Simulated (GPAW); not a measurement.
Runs of GPAW 26.7.0 on Pb. The structure is cubic, space group Fm-3m (No. 225). Conventional cell: a = 4.950 Å, b = 4.950 Å, c = 4.950 Å, α = 90.00°, β = 90.00°, γ = 90.00°. Around Pb (site symmetry m-3m) lie 12 Pb at 3.50 Å. 

```csv
task,level,potentials or basis,cell,optimizer,fmax,max steps,convergence,target pressure,gap on the mesh (eV),pressure (GPa),relaxed volume (Å³/atom)
relaxation of cell and atoms,PBEsol+D3(BJ)+ATM,"PAW data sets generated in the run's folder for this functional, pw",relaxed,BFGS,0.02 eV/Å,60,density=1e-05 forces=0.0001,-,none,0.0,28.49
relaxation of cell and atoms,PBEsol,"PAW data sets generated in the run's folder for this functional, pw",relaxed,BFGS,0.02 eV/Å,60,density=1e-05 forces=0.0001,-,none,0.0,(a)
relaxation of cell and atoms,PBEsol+D3(BJ),"PAW data sets generated in the run's folder for this functional, pw",relaxed,BFGS,0.02 eV/Å,60,density=1e-05 forces=0.0001,-,none,0.0,28.36
relaxation of cell and atoms,PBEsol,"PAW data sets generated in the run's folder for this functional, pw",relaxed to 30 GPa,BFGS,0.02 eV/Å,60,density=1e-05 forces=0.0001,30 GPa,none,30.0,-
```

Alike in all rows: no spin polarisation; k mesh 9 × 9 × 9; cutoff (eV) 600; smearing fermi-dirac 0.05 eV.

Problem. Fill in the values left out.

Solution. (a) 29.77.

Caveats: later steps reuse the first step's grids; pairwise dispersion overbinds metals, which lowers pressure and volume (some runs); the volume moved by over 15 % at a fixed basis, so the end points are rough (some runs).

A k mesh can miss the band edges, and the runs leave out spin-orbit coupling on Pb.

A gap of «none» marks a metal or a gap under the smearing width.

Runs at the PBE level aren't shown here.
